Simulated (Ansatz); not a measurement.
## ZrO₂: relaxed-ion elastic tensor

Theory: Ansatz 0.2.0, DFT PBE+D3(BJ), scalar-relativistic, plane waves, PAW. Settings: 420 eV plane-wave cutoff, Γ-centred 8×8×8 mesh, fixed occupations. No spin polarisation.

The cell, relaxed at this level:
```
CELL_PARAMETERS angstrom
0.00000 2.54378 2.54378
2.54378 0.00000 2.54378
2.54378 2.54378 0.00000
ATOMIC_POSITIONS crystal
Zr 0.50000 0.50000 0.50000
O 0.75000 0.75000 0.75000
O 0.25000 0.25000 0.25000
```

The cell has the fluorite type, in a space group that the Crystallography Open Database lists for this formula; it was reached from a generator's guess.

(1) Give the relaxed-ion elastic constants (GPa, Voigt order xx yy zz yz xz xy, on the Cartesian axes of the cell above).

(2) Is the crystal stable against homogeneous strain?

(3) And the moduli of a polycrystal (Hill averages)?

Answers

(1)
```
535.4  99.4  99.4   0.0   0.0   0.0
 99.4 535.4  99.4   0.0   0.0   0.0
 99.4  99.4 535.4   0.0   0.0   0.0
  0.0   0.0   0.0  64.3   0.0   0.0
  0.0   0.0   0.0   0.0  64.3   0.0
  0.0   0.0   0.0   0.0   0.0  64.3
```

(2) Yes: the least eigenvalue of the tensor is 64.3 GPa.

(3) B = 245 GPa, G = 108 GPa, E = 282 GPa, ν = 0.31.
